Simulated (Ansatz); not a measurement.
A calculation with Ansatz 0.2.0 of LiCl (native input, structure typed inline):

File input.yaml:

```yaml
crystal:
  lattice:
    - [0.0, 2.56477, 2.56477]
    - [2.56477, 0.0, 2.56477]
    - [2.56477, 2.56477, 0.0]
  atoms:
    - { symbol: Cl, position: [0.5, 0.5, 0.5] }
    - { symbol: Li, position: [0.0, 0.0, 0.0] }
hamiltonian:
  xc: lda
  pseudopotentials: { kind: paw, xc_functional: lda, accuracy: standard }
kpoints:
  mp_grid: { grid: [9, 9, 9] }
scf:
  occupations: { method: fixed }
output:
  forces: true
  stress: true
  write_density: true
  write_potential: true
  elf: true
  volumetric_format: npy
relax:
  f_tol: 0.01
  max_steps: 40
  cell: { stress_tol: 0.05 }
```

Potentials or basis: JTH PAW LDA.

Command:

```console
$ ansatz run input.yaml --threads 2 --pin off --max-ram 5120MiB --backend cpu --events-out ev --progress --plain --runs-dir out
```

Problem. Write the same calculation in another form: ASE script, structure from a CIF.

Solution. As run:

File run.py:

```python
import json

import ase.io
import numpy as np
import spglib

import ansatz as az

atoms = ase.io.read("LiCl.cif")
cell, frac, numbers = spglib.find_primitive((atoms.cell[:], atoms.get_scaled_positions(), atoms.numbers), symprec=1e-5)
atoms = ase.Atoms(numbers, cell=cell, scaled_positions=frac, pbc=True)

calculation = (
    az.Crystal.from_ase(atoms)
    .calculation()
    .kpoints(9, 9, 9)
    .functional("lda")
    .pseudopotentials(kind="paw", accuracy="standard", xc_functional="lda")
    .occupations(method="fixed")
    .relax(force_tolerance=0.01, max_steps=40, cell=True, stress_tolerance=0.05)
    .forces()
    .stress()
)
outcome = calculation.run(threads=2, events_out="events.jsonl")

report = outcome.report
for line in open("events.jsonl"):
    event = json.loads(line)
    if event["event"] == "scf_iter":
        d = event["data"]
        print(f"SCF {d['iter']:3d}  HF = {d['harris_foulkes_ev']:.6f} eV  dr2 = {d['dr2_ev']:.2e} eV")
    elif event["event"] in ("relax_step", "md_step"):
        d = event["data"]
        print(f"{event['event']} {d['step']:3d}  E = {d['lagrangian_ev']:.6f} eV")
np.set_printoptions(precision=5, suppress=True, linewidth=110)
print("converged:", report["converged"], "after", report["n_iterations"], "iterations")
print(f"free energy {report['free_energy_ev']:.6f} eV, Fermi level {report['fermi_energy_ev']:.4f} eV")
for key in ("band_edges_ev", "magnetization_mub", "site_moments_mub", "site_moments_nc_mub", "forces_ev_ang",
                "stress_gpa"):
    if report.get(key) is not None:
        print(key, np.array(report[key]), sep="\n")
```

File LiCl.cif:

```cif
data_LiCl
_cell_length_a 5.12954000
_cell_length_b 5.12954000
_cell_length_c 5.12954000
_cell_angle_alpha 90.00000000
_cell_angle_beta 90.00000000
_cell_angle_gamma 90.00000000
_space_group_name_H-M_alt 'Fm-3m'
_space_group_name_Hall '-F 4 2 3'
_space_group_IT_number 225
loop_
_space_group_symop_operation_xyz
'x,y,z'
'-x,-y,-z'
'-y,x,z'
'y,-x,-z'
'-x,-y,z'
'x,y,-z'
'y,-x,z'
'-y,x,-z'
'x,-y,-z'
'-x,y,z'
'-y,-x,-z'
'y,x,z'
'-x,y,-z'
'x,-y,z'
'y,x,-z'
'-y,-x,z'
'z,x,y'
'-z,-x,-y'
'z,-y,x'
'-z,y,-x'
'z,-x,-y'
'-z,x,y'
'z,y,-x'
'-z,-y,x'
'-z,x,-y'
'z,-x,y'
'-z,-y,-x'
'z,y,x'
'-z,-x,y'
'z,x,-y'
'-z,y,x'
'z,-y,-x'
'y,z,x'
'-y,-z,-x'
'x,z,-y'
'-x,-z,y'
'-y,z,-x'
'y,-z,x'
'-x,z,y'
'x,-z,-y'
'-y,-z,x'
'y,z,-x'
'-x,-z,-y'
'x,z,y'
'y,-z,-x'
'-y,z,x'
'x,-z,y'
'-x,z,-y'
'x,y+1/2,z+1/2'
'-x,-y+1/2,-z+1/2'
'-y,x+1/2,z+1/2'
'y,-x+1/2,-z+1/2'
'-x,-y+1/2,z+1/2'
'x,y+1/2,-z+1/2'
'y,-x+1/2,z+1/2'
'-y,x+1/2,-z+1/2'
'x,-y+1/2,-z+1/2'
'-x,y+1/2,z+1/2'
'-y,-x+1/2,-z+1/2'
[... 41 lines left out ...]
'-x+1/2,-y,z+1/2'
'x+1/2,y,-z+1/2'
'y+1/2,-x,z+1/2'
'-y+1/2,x,-z+1/2'
'x+1/2,-y,-z+1/2'
'-x+1/2,y,z+1/2'
'-y+1/2,-x,-z+1/2'
'y+1/2,x,z+1/2'
'-x+1/2,y,-z+1/2'
'x+1/2,-y,z+1/2'
'y+1/2,x,-z+1/2'
'-y+1/2,-x,z+1/2'
'z+1/2,x,y+1/2'
'-z+1/2,-x,-y+1/2'
'z+1/2,-y,x+1/2'
'-z+1/2,y,-x+1/2'
'z+1/2,-x,-y+1/2'
'-z+1/2,x,y+1/2'
'z+1/2,y,-x+1/2'
'-z+1/2,-y,x+1/2'
'-z+1/2,x,-y+1/2'
'z+1/2,-x,y+1/2'
'-z+1/2,-y,-x+1/2'
'z+1/2,y,x+1/2'
'-z+1/2,-x,y+1/2'
'z+1/2,x,-y+1/2'
'-z+1/2,y,x+1/2'
'z+1/2,-y,-x+1/2'
'y+1/2,z,x+1/2'
'-y+1/2,-z,-x+1/2'
'x+1/2,z,-y+1/2'
'-x+1/2,-z,y+1/2'
'-y+1/2,z,-x+1/2'
'y+1/2,-z,x+1/2'
'-x+1/2,z,y+1/2'
'x+1/2,-z,-y+1/2'
'-y+1/2,-z,x+1/2'
'y+1/2,z,-x+1/2'
'-x+1/2,-z,-y+1/2'
'x+1/2,z,y+1/2'
'y+1/2,-z,-x+1/2'
'-y+1/2,z,x+1/2'
'x+1/2,-z,y+1/2'
'-x+1/2,z,-y+1/2'
'x+1/2,y+1/2,z'
'-x+1/2,-y+1/2,-z'
'-y+1/2,x+1/2,z'
'y+1/2,-x+1/2,-z'
'-x+1/2,-y+1/2,z'
'x+1/2,y+1/2,-z'
'y+1/2,-x+1/2,z'
'-y+1/2,x+1/2,-z'
'x+1/2,-y+1/2,-z'
'-x+1/2,y+1/2,z'
'-y+1/2,-x+1/2,-z'
'y+1/2,x+1/2,z'
'-x+1/2,y+1/2,-z'
'x+1/2,-y+1/2,z'
'y+1/2,x+1/2,-z'
'-y+1/2,-x+1/2,z'
'z+1/2,x+1/2,y'
'-z+1/2,-x+1/2,-y'
'z+1/2,-y+1/2,x'
'-z+1/2,y+1/2,-x'
'z+1/2,-x+1/2,-y'
'-z+1/2,x+1/2,y'
'z+1/2,y+1/2,-x'
'-z+1/2,-y+1/2,x'
'-z+1/2,x+1/2,-y'
'z+1/2,-x+1/2,y'
'-z+1/2,-y+1/2,-x'
'z+1/2,y+1/2,x'
'-z+1/2,-x+1/2,y'
'z+1/2,x+1/2,-y'
'-z+1/2,y+1/2,x'
'z+1/2,-y+1/2,-x'
'y+1/2,z+1/2,x'
'-y+1/2,-z+1/2,-x'
'x+1/2,z+1/2,-y'
'-x+1/2,-z+1/2,y'
'-y+1/2,z+1/2,-x'
'y+1/2,-z+1/2,x'
'-x+1/2,z+1/2,y'
'x+1/2,-z+1/2,-y'
'-y+1/2,-z+1/2,x'
'y+1/2,z+1/2,-x'
'-x+1/2,-z+1/2,-y'
'x+1/2,z+1/2,y'
'y+1/2,-z+1/2,-x'
'-y+1/2,z+1/2,x'
'x+1/2,-z+1/2,y'
'-x+1/2,z+1/2,-y'
loop_
_atom_site_label
_atom_site_type_symbol
_atom_site_symmetry_multiplicity
_atom_site_Wyckoff_symbol
_atom_site_fract_x
_atom_site_fract_y
_atom_site_fract_z
_atom_site_occupancy
Cl1 Cl 4 b 0.5000000000 0.0000000000 0.0000000000 1
Li1 Li 4 a 0.0000000000 0.0000000000 0.0000000000 1
```

Potentials or basis: JTH PAW LDA.

The run is started by

```bash
$ python run.py
```

Both were run:

|  | native input, structure typed inline | ASE script, structure from a CIF |
| --- | --- | --- |
| Relaxed volume | 15.36 Å³/atom | 15.36 Å³/atom |
| Relaxed cell | a = 3.516 Å, b = 3.516 Å, c = 3.516 Å, α = 60.00°, β = 60.00°, γ = 60.00° | a = 3.516 Å, b = 3.516 Å, c = 3.516 Å, α = 60.00°, β = 60.00°, γ = 60.00° |
| Space group after relaxing (to 0.05 Å) | Fm-3m (No. 225) | Fm-3m (No. 225) |
| Energy gained by relaxing | 15.9 meV/atom | 15.9 meV/atom |
| Ionic steps | 5 | 5 |
| Pressure after relaxing | 0.0 GPa | 0.0 GPa |
| Band gap on the k mesh | 6.53 eV, indirect (least direct gap 6.56 eV) | 6.53 eV |

Keys that steer only the numerical path or the files written may differ.

Caveat: odd divisions of the mesh miss points on the zone boundary, where band edges often lie, so the gap on the mesh can be too wide.
